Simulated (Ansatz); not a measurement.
# NaCl: stress in a strained cell

Aim: deform NaCl (equal xx and yy strain of -1 %) and compute stress, forces and field gradients with LAPW, PAW and all-electron datasets made for the crystal.

Program: Ansatz 0.2.0. Level of theory: DFT PBEsol, scalar-relativistic. These are calculated values, not measurements.

## Step 1: Starting point

The structure is cubic, space group Pm-3m (No. 221). The conventional cell has a = 2.860 Å, b = 2.860 Å, c = 2.860 Å, α = 90.00°, β = 90.00°, γ = 90.00°. Na (site symmetry m-3m) has 8 Cl at 2.48 Å as nearest neighbours. Cl (site symmetry m-3m) is surrounded by 8 Na at 2.48 Å.

As a file:

```
CELL_PARAMETERS angstrom
2.86000 0.00000 0.00000
0.00000 2.86000 0.00000
0.00000 0.00000 2.86000
ATOMIC_POSITIONS crystal
Na 0.00000 0.00000 0.00000
Cl 0.50000 0.50000 0.50000
```

Atoms are numbered in the order of the input: Na1, Cl2.

## Step 2: After the deformation

Space group Pm-3m before, P4/mmm after.

## Step 3: Full-potential LAPW

input.yaml

```yaml
crystal:
  lattice:
    - [2.8314, 0.0, 0.0]
    - [0.0, 2.8314, 0.0]
    - [0.0, 0.0, 2.86]
  atoms:
    - { symbol: Na, position: [0.0, 0.0, 0.0] }
    - { symbol: Cl, position: [0.5, 0.5, 0.5] }
kpoints:
  mp_grid: { grid: [9, 9, 9] }
  band_path:
    path:
      - [0.0, 0.0, 0.0]
      - [0.0, 0.5, 0.0]
      - [0.5, 0.5, 0.0]
      - [0.0, 0.0, 0.0]
      - [0.0, 0.0, 0.5]
      - [0.0, 0.5, 0.5]
      - [0.5, 0.5, 0.5]
      - [0.0, 0.0, 0.5]
      - [0.0, 0.5, 0.0]
    npoints: 5
scf:
  occupations: { method: fermi_dirac, width: 0.03 }
hamiltonian:
  xc: pbesol
  pseudopotentials: { kind: all_electron, lapw: { basis_error: 0.0005 } }
output:
  forces: true
  stress: true
  eigenvalues: true
```

The run is started by

```console
$ ansatz run input.yaml --threads 1 --pin off --max-ram 3072MiB --backend cpu --events-out ev --progress --plain --runs-dir out
```

## Step 4: PAW with frozen cores

input.yaml

```yaml
crystal:
  lattice:
    - [2.8314, 0.0, 0.0]
    - [0.0, 2.8314, 0.0]
    - [0.0, 0.0, 2.86]
  atoms:
    - { symbol: Na, position: [0.0, 0.0, 0.0] }
    - { symbol: Cl, position: [0.5, 0.5, 0.5] }
kpoints:
  mp_grid: { grid: [9, 9, 9] }
scf:
  occupations: { method: fermi_dirac, width: 0.03 }
hamiltonian:
  xc: pbesol
  pseudopotentials: { kind: paw }
output:
  forces: true
  stress: true
  eigenvalues: true
  efg: { contact_densities: true }
```

## Step 5: All-electron PAW on datasets made for the crystal

Edit input.yaml of step 4 so:

```diff
@@ -14,3 +14,3 @@
   xc: pbesol
-  pseudopotentials: { kind: paw }
+  pseudopotentials: { kind: all_electron, datasets: crystal }
 output:
```

(Steps that only read results are left out.)

Before running it: what results should come out? Wanted: pressure; largest shear or deviatoric stress.

**Answer**, as computed:

| quantity | value |
| --- | --- |
| pressure | LAPW 64.50, PAW 64.47, crystal datasets 64.50 GPa |
| largest shear or deviatoric stress (LAPW) | 1.78 GPa |

**Reading.** The largest part of the stress beyond the pressure is 1.78 GPa in size, in the zz component; the atoms are carried along and not relaxed. No run of the undeformed cell stands beside it, so the pressure holds what the given cell had before the change. PAW: stress within 0.03 GPa of LAPW. Crystal datasets: stress within 0.01 GPa of LAPW.
